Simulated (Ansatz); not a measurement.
MoS2 in Ansatz: the effect of target pressure

MoS2:

```
CELL_PARAMETERS angstrom
1.58000 0.91221 6.15000
-1.58000 0.91221 6.15000
0.00000 -1.82443 6.15000
ATOMIC_POSITIONS crystal
Mo 0.00000 0.00000 0.00000
S 0.41700 0.41700 0.41700
S 0.25000 0.25000 0.25000
```

Measurements of this composition are mostly on another form, of space group No. 194.

Alike in all runs:

| Property | Result |
| --- | --- |
| Program | Ansatz 0.2.0 |
| Task | relaxation of cell and atoms |
| Functional | r2SCAN |
| Potentials or basis | Ansatz PAW |
| Cutoff | 500 eV (not typed: the program's choice for these potentials) |
| k mesh | 10 × 10 × 10 |
| Occupations | fermi-dirac, width 0.05 eV |
| Spin | no spin polarisation |

Each run relaxes the cell or the atoms first.

```tsv
target pressure	relaxed volume (Å³/atom)	gap on the mesh (eV)
0 GPa	19.02	1.27
2 GPa	?	?
5 GPa	16.95	0.82
10 GPa	16.05	0.59
20 GPa	14.89	0.25
30 GPa	14.09	none
```

What does the run with target pressure 2 GPa give?

Relaxed volume 17.81 Å³/atom; gap on the mesh 1.03 eV.

Worked out: A parabola through the other rows of the relaxed volume, of slope -0.299 Å³/atom per GPa there, gives 18.15 Å³/atom, against the run's 17.81.

Caveats: the plane-wave basis is chosen anew once the cell has moved, so the energies of steps on either side of that aren't comparable; the PAW data sets come from PBE, with cores solved anew for the run's functional, which leaves a small shift of forces and pressure; the volume moved by over 15 % at a fixed basis, so the end points are rough (some runs).

A k mesh can miss the band edges.

A gap of «none» marks a metal or a gap under the smearing width.

Runs at the PBE level aren't shown here.
